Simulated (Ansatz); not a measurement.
**Pb in Ansatz: the effect of functional**

Pb:

```
CELL_PARAMETERS angstrom
0.00000 3.46178 3.46178
3.46178 0.00000 3.46178
3.46178 3.46178 0.00000
ATOMIC_POSITIONS crystal
Pb 0.25000 0.25000 0.25000
Pb 0.00000 0.00000 0.00000
```

This isn't the form of Pb at room conditions, which is fcc.

The cell isn't the ideal one: volume scaled by 1.02.

Alike in all runs:

- Program: Ansatz 0.2.0
- Task: single point
- Potentials or basis: Ansatz PAW
- k mesh: 7 × 7 × 7
- Occupations: fermi-dirac, width 0.05 eV
- Spin: no spin polarisation

```csv
functional,cutoff,pressure (GPa)
LDA,420 eV (not typed: the program's choice for these potentials),-1.3
PBEsol,420 eV (not typed: the program's choice for these potentials),?
r2SCAN,500 eV (not typed: the program's choice for these potentials),0.4
```

What does the run with functional PBEsol give?

Pressure -0.2 GPa.

Caveats: the PAW data sets come from PBE, with cores solved anew for the run's functional, which leaves a small shift of forces and pressure.

Runs at the PBE level aren't shown here.
